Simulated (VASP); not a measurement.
# CdTe (F-43m) in VASP: notebook, part 2 of 2

VASP 6.6.1. Earlier steps stand in the parts before.

## (3) Relaxation of cell and atoms, PBEsol

This run uses another cell than the first one, of 32.92 Å³/atom, 0.964 times its volume.

The input, INCAR:

```
SYSTEM = CdTe
PREC = Accurate
ENCUT = 600
EDIFF = 1E-6
ISMEAR = 0
SIGMA = 0.02
LREAL = .False.
LASPH = .True.
NELM = 100
ALGO = Fast
ISIF = 3
LWAVE = .False.
LCHARG = .False.
GGA = PS
IBRION = 2
NSW = 100
EDIFFG = -0.005
```

The input, KPOINTS:

```
regular mesh
0
Gamma
  8 8 8
  0 0 0
```

The input, POSCAR:

```
CdTe
1.0
    0.0000000000      3.2050000000      3.2050000000
    3.2050000000      0.0000000000      3.2050000000
    3.2050000000      3.2050000000      0.0000000000
Cd Te
1 1
Direct
    0.0000000000      0.0000000000      0.0000000000
    0.7500000000      0.7500000000      0.7500000000
```

Potentials or basis: VASP PAW PBE potentials, release 64 (Cd, Te).

Command:

```
cat potpaw_PBE.64/Cd/POTCAR potpaw_PBE.64/Te/POTCAR > POTCAR
mpirun -np 1 vasp_std > vasp.out
```

Run time: 40 s. Hardware: 1 thread of Intel Xeon Platinum 8488C (Sapphire Rapids), shared host; peak memory 0.23 GiB.

The run converged. Its results:

```yaml
Free_energy: -5.4888 eV
Relaxed_volume: 34.26 Å³/atom
Relaxed_cell: a = 4.593 Å, b = 4.593 Å, c = 4.593 Å, α = 60.00°, β = 60.00°, γ = 60.00°
Space_group_after_relaxing_to_0.05_Å: F-43m (No. 216)
Energy_gained_by_relaxing: 7.3 meV/atom
Ionic_steps: 3
Pressure_after_relaxing: 0.0 GPa
Band_gap_on_the_k_mesh: 0.64 eV, direct
```

Step by step:
```csv
step,energy change (eV),largest force (eV/Å),pressure (GPa),volume (Å³)
1,0.0000,0.0000,1.81,65.84
2,-0.0130,0.0000,-0.56,69.44
3,-0.0145,0.0000,-0.01,68.51
```

Final structure:
```
Cd Te
1.0
     0.00000    3.24772    3.24772
     3.24772    0.00000    3.24772
     3.24772    3.24772    0.00000
Cd Te
1 1
Direct
  0.00000 0.00000 0.00000
  0.75000 0.75000 0.75000
```

Levels at points of the mesh, in eV from the valence-band top:
```csv
k point,band 6,band 7,band 8,band 9,band 10,band 11,band 12,band 13
"(0.00, 0.00, 0.00)",-7.97,0.00,0.00,0.00,0.64,4.55,4.55,4.55
"(0.50, 0.00, 0.00)",-7.63,-4.44,-0.77,-0.77,1.73,5.13,5.13,6.93
"(0.50, 0.50, 0.00)",-7.50,-4.32,-1.86,-1.86,2.51,2.60,8.69,9.04
```

Caveat: the PAW data sets were made with another functional, which shifts forces and pressure a little; spin-orbit coupling is left out, which moves the levels of the heavy elements.

## (4) Single point, PBEsol

This run uses another cell than the first one, of 26.35 Å³/atom, 0.771 times its volume.

The input, INCAR:

```
ALGO = Normal ; EDIFF = 1E-6
ENCUT = 520 ; GGA = PS
ISIF = 2 ; ISMEAR = 0
LASPH = T ; LCHARG = F
LREAL = F ; LWAVE = F
NBANDS = 16 ; NELM = 100
PREC = Accurate ; SIGMA = 0.01
```

The input, KPOINTS:

```
k-points
0
Gamma
  8 8 8
```

The input, POSCAR:

```
CdTe
1.0
    0.0000000000      2.9755832913      2.9755832913
    2.9755832913      0.0000000000      2.9755832913
    2.9755832913      2.9755832913      0.0000000000
Cd Te
1 1
Direct
    0.0000000000      0.0000000000      0.0000000000
    0.7500000000      0.7500000000      0.7500000000
```

Potentials or basis: VASP PAW PBE potentials, release 64 (Cd, Te).

Command:

```
cat potpaw_PBE.64/Cd/POTCAR potpaw_PBE.64/Te/POTCAR > POTCAR
mpirun -np 1 vasp_std > vasp.out
```

OUTCAR:

```text
EDIFF = 1E-6
   ENCUT = 520
   GGA = PS
   ISIF = 2
   ISMEAR = 0
   LASPH = T
   LREAL = F
   NELM = 100
   PREC = Accurate

 ion  position               nearest neighbor table
   1  0.000  0.000  0.000-   2 2.58   2 2.58   2 2.58   2 2.58
   2  0.750  0.750  0.750-   1 2.58   1 2.58   1 2.58   1 2.58

  LATTYP: Found a face centered cubic cell.
 ALAT       =     5.9511665826

  Lattice vectors:

 A1 = (   0.0000000000,   2.9755832913,   2.9755832913)
 A2 = (   2.9755832913,   0.0000000000,   2.9755832913)
 A3 = (   2.9755832913,   2.9755832913,   0.0000000000)
[... 625 lines left out ...]
      4      -4.1228      2.00000
      5      -4.0747      2.00000
      6      -3.3055      2.00000
[... 8 lines left out ...]
     15      15.1897      0.00000
     16      16.2889      0.00000

 [... further k-points ...]
[... 5 lines left out ...]
  --------------------------------------------------------------------------------------
  -------------------------------------------------------------------------------------
  Total        6.7272747      6.7272747      6.7272747      0.0000000     -0.0000000      0.0000000
  in kB      204.5518511    204.5518511    204.5518511      0.0000000     -0.0000000      0.0000000
  external PRESSURE =     204.5518511 kB  Pullay stress =       0.0000000 kB

 VOLUME and BASIS-vectors are now :
 -----------------------------------------------------------------------------
  energy-cutoff  :      520.00
  volume of cell :       52.69
      direct lattice vectors                 reciprocal lattice vectors
     0.000000000  2.975583291  2.975583291    -0.168034281  0.168034281  0.168034281
     2.975583291  0.000000000  2.975583291     0.168034281 -0.168034281  0.168034281
     2.975583291  2.975583291  0.000000000     0.168034281  0.168034281 -0.168034281

 POSITION                                       TOTAL-FORCE (eV/Angst)
 -----------------------------------------------------------------------------------
      0.00000      0.00000      0.00000         0.000000      0.000000     -0.000000
      4.46337      4.46337      4.46337        -0.000000     -0.000000      0.000000
 -----------------------------------------------------------------------------------
    total drift:                                0.000000      0.000000      0.000000

  FREE ENERGIE OF THE ION-ELECTRON SYSTEM (eV)
  ---------------------------------------------------
  free  energy   TOTEN  =        -4.7022100989 eV

  energy  without entropy=       -4.7022100989  energy(sigma->0) =       -4.70221010
```

Run time: 16 s. Hardware: 1 thread of Intel Xeon Platinum 8488C (Sapphire Rapids), shared host; peak memory 0.18 GiB.

What came out:

```
Free energy            : -4.7022 eV
Pressure               : 20.5 GPa
Band gap on the k mesh : 1.45 eV, direct
```

Levels at points of the mesh, in eV from the valence-band top:
| k point | band 7 | band 8 | band 9 | band 10 | band 11 | band 12 |
| --- | --- | --- | --- | --- | --- | --- |
| (0.00, 0.00, 0.00) | 0.00 | 0.00 | 0.00 | 1.45 | 4.23 | 4.23 |
| (0.50, 0.00, 0.00) | -6.25 | -1.26 | -1.26 | 1.92 | 4.89 | 4.89 |
| (0.50, 0.50, 0.00) | -5.79 | -2.97 | -2.97 | 1.79 | 2.29 | 10.32 |

Caveat: so large a pressure means that the cell lies far from this level's equilibrium, or that cutoff or potentials fall short; the potentials were made for another functional, which shifts forces and pressure; spin-orbit coupling is left out, which moves the levels of the heavy elements.

## (5) Relaxation of cell and atoms, PBEsol, target pressure 20 GPa, at which the enthalpy is minimised

The input, INCAR:

```
SYSTEM = CdTe
ALGO = Normal
EDIFF = 1E-7
EDIFFG = -0.001
ENCUT = 600
GGA = PS
IBRION = 2
ISIF = 3
ISMEAR = 0
LASPH = .TRUE.
LCHARG = .FALSE.
LREAL = .FALSE.
LWAVE = .FALSE.
NELM = 100
NSW = 80
PREC = Accurate
PSTRESS = 200.0
SIGMA = 0.01
```

The input, KPOINTS:

```
k-points
0
G
  8 8 8
  0 0 0
```

The input, POSCAR:

```
CdTe
1.0
    0.0000000000      3.2446715256      3.2446715256
    3.2446715256      0.0000000000      3.2446715256
    3.2446715256      3.2446715256      0.0000000000
Cd Te
1 1
Direct
    0.0000000000      0.0000000000      0.0000000000
    0.7500000000      0.7500000000      0.7500000000
```

Command:

```
cat potpaw_PBE.64/Cd/POTCAR potpaw_PBE.64/Te/POTCAR > POTCAR
mpirun -np 1 vasp_std > vasp.out
```

Run time: 4.7 min. Hardware: 1 thread of Intel Xeon Platinum 8488C (Sapphire Rapids), shared host; peak memory 0.27 GiB.

Results (log left out):

```yaml
Free_energy: -4.7292 eV
Relaxed_volume: 26.44 Å³/atom
Relaxed_cell: a = 4.213 Å, b = 4.213 Å, c = 4.213 Å, α = 60.00°, β = 60.00°, γ = 60.00°
Space_group_after_relaxing_to_0.05_Å: F-43m (No. 216)
Energy_change_on_relaxing_the_enthalpy_is_what_falls: +380.1 meV/atom
Ionic_steps: 16
Pressure_after_relaxing: 20.0 GPa
Band_gap_on_the_k_mesh: 1.44 eV, direct
```

The path:
```tsv
step	energy change (eV)	largest force (eV/Å)	pressure (GPa)	volume (Å³)
1	0.0000	0.0000	0.12	68.32
2	8.1717	0.0000	147.96	34.40
3	0.5699	0.0000	16.31	54.56
4	0.6797	0.0000	18.47	53.55
5	0.7612	0.0000	20.02	52.87
6	0.7264	0.0000	19.37	53.15
7	0.7285	0.0000	19.40	53.14
8	0.7349	0.0000	19.52	53.08
9	0.7350	0.0000	19.53	53.08
10	0.7354	0.0000	19.53	53.08
11	0.7361	0.0000	19.54	53.07
12	0.7374	0.0000	19.57	53.06
13	0.7402	0.0000	19.62	53.04
14	0.7457	0.0000	19.73	53.00
15	0.7568	0.0000	19.94	52.91
16	0.7602	0.0000	20.00	52.88
```

Final structure:
```xyz
2
Lattice="0.0000 2.9791 2.9791 2.9791 0.0000 2.9791 2.9791 2.9791 0.0000" Properties=species:S:1:pos:R:3 pbc="T T T"
Cd    0.0000    0.0000    0.0000
Te    4.4686    4.4686    4.4686
```

Levels at points of the mesh, in eV from the valence-band top:
```
           k point  band 6  band 7  band 8  band 9  band 10  band 11  band 12  band 13
(0.00, 0.00, 0.00)   -9.03    0.00    0.00    0.00     1.44     4.23     4.23     4.23
(0.50, 0.00, 0.00)   -8.44   -6.22   -1.25   -1.25     1.92     4.90     4.90     6.73
(0.50, 0.50, 0.00)   -8.20   -5.77   -2.95   -2.95     1.80     2.30    10.30    10.35
```

Caveat: the cell is relaxed towards a set pressure, so the enthalpy falls and the energy may rise; the volume moved by over 15 % at a fixed basis, so the end points are rough; the PAW data sets were made with another functional, which shifts forces and pressure a little; spin-orbit coupling is left out, which moves the levels of the heavy elements. A k mesh can miss the band edges.

## (6) Single point, PBEsol (cell and atoms relaxed tightly for response)

The input, INCAR:

```
PREC = Accurate
ENCUT = 520
EDIFF = 1E-7
ISMEAR = 0
SIGMA = 0.01
LREAL = F
LASPH = T
NELM = 100
ALGO = Fast
ISIF = 2
LWAVE = F
LCHARG = F
GGA = PS
NBANDS = 16
```

The input, KPOINTS:

```
Automatic mesh
0
Gamma
  8 8 8
```

POSCAR is that of step 5.

Potentials or basis: VASP PAW PBE potentials, release 64 (Cd, Te).

Command:

```
cat potpaw_PBE.64/Cd/POTCAR potpaw_PBE.64/Te/POTCAR > POTCAR
mpirun -np 1 vasp_std > vasp.out
```

Run time: 43 s. Hardware: 1 thread of Intel Xeon Platinum 8488C (Sapphire Rapids), shared host; peak memory 0.21 GiB.

It converged, with:

- Free energy: -5.4895 eV
- Pressure: 0.2 GPa
- Band gap on the k mesh: 0.65 eV, direct

Levels at points of the mesh, in eV from the valence-band top:
| k point | band 6 | band 7 | band 8 | band 9 | band 10 | band 11 | band 12 | band 13 |
| --- | --- | --- | --- | --- | --- | --- | --- | --- |
| (0.00, 0.00, 0.00) | -7.98 | 0.00 | 0.00 | 0.00 | 0.65 | 4.55 | 4.55 | 4.55 |
| (0.50, 0.00, 0.00) | -7.64 | -4.45 | -0.78 | -0.78 | 1.73 | 5.13 | 5.13 | 6.93 |
| (0.50, 0.50, 0.00) | -7.50 | -4.33 | -1.87 | -1.87 | 2.50 | 2.60 | 8.70 | 9.05 |

Caveat: the PAW data sets were made with another functional, which shifts forces and pressure a little; spin-orbit coupling is left out, which moves the levels of the heavy elements.

## (7) The runs side by side

| task | cell | cutoff (eV) | smearing | target pressure | gap on the mesh (eV) | pressure (GPa) |
| --- | --- | --- | --- | --- | --- | --- |
| single point | F-43m, 34.16 Å³/atom | 520 | gaussian 0.02 eV | - | 0.65 | 0.2 |
| relaxation of cell and atoms | relaxed | 600 | gaussian 0.02 eV | - | 0.64 | 0.0 |
| single point | F-43m, 26.35 Å³/atom | 520 | gaussian 0.01 eV | - | 1.45 | 20.5 |
| relaxation of cell and atoms | relaxed to 20 GPa | 600 | gaussian 0.01 eV | 20 GPa | 1.44 | 20.0 |
| single point | cell and atoms relaxed tightly for response | 520 | gaussian 0.01 eV | - | 0.65 | 0.2 |

Alike in all rows: level PBEsol; potentials or basis VASP PAW PBE potentials, release 64 (Cd, Te); no spin polarisation; k mesh 8 × 8 × 8.

Caveats: spin-orbit coupling is left out, which moves the levels of the heavy elements; the PAW data sets were made with another functional, which shifts forces and pressure a little (some runs); so large a pressure means that the cell lies far from this level's equilibrium, or that cutoff or potentials fall short (some runs); the potentials were made for another functional, which shifts forces and pressure (some runs); the cell is relaxed towards a set pressure, so the enthalpy falls and the energy may rise (some runs); the volume moved by over 15 % at a fixed basis, so the end points are rough (some runs).

Total energies depend on the potentials used, so only differences within one code and one set of settings carry meaning.

## (8) Comparison with measurements

Step 2. Against the measured gap of CdTe, 1.607 eV (0 K; a printed reference work, data compilation), the calculated 0.65 eV is off by -0.96 eV. Spin-orbit coupling on Cd, Te is left out. The value is that of PBEsol, without temperature or zero-point motion. Semilocal functionals fall short of measured gaps as a rule.

Step 4. A measured gap of CdTe is 1.607 eV (0 K; a printed reference work, data compilation); the calculated 1.45 eV misses it by -0.16 eV. Spin-orbit coupling on Cd, Te is left out. The value is that of PBEsol on a finite k mesh, which can miss the band edges, without temperature or zero-point motion. Semilocal functionals fall short of measured gaps as a rule.
